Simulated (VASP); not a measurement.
Runs of VASP 6.6.1 on Y. The structure is cubic, space group Fm-3m (No. 225). Conventional cell: a = 5.104 Å, b = 5.104 Å, c = 5.104 Å, α = 90.00°, β = 90.00°, γ = 90.00°. Y (site symmetry m-3m) has 12 Y at 3.61 Å as nearest neighbours. This isn't the form of Y at room conditions, which is hcp.

```tsv
task	cell	gap on the mesh (eV)	pressure (GPa)
single point	as given	none	0.1
single point	volume scaled by 1.06	none	-1.9
electric field gradients	as given	none	0.1
single point	volume scaled by 0.98	none	(a)
```

Alike in all rows: level r2SCAN; potentials or basis VASP PAW PBE potentials, release 64 (Y_sv); no spin polarisation; k mesh 12 × 12 × 12; cutoff (eV) 520; smearing fermi-dirac 0.03 eV.

Estimate the missing entries.

(a) 0.8.

Caveats: the PAW data sets were made with another functional, which shifts forces and pressure a little.

A k mesh can miss the band edges, and the runs leave out spin-orbit coupling on Y.

A gap of «none» marks a metal or a gap under the smearing width.
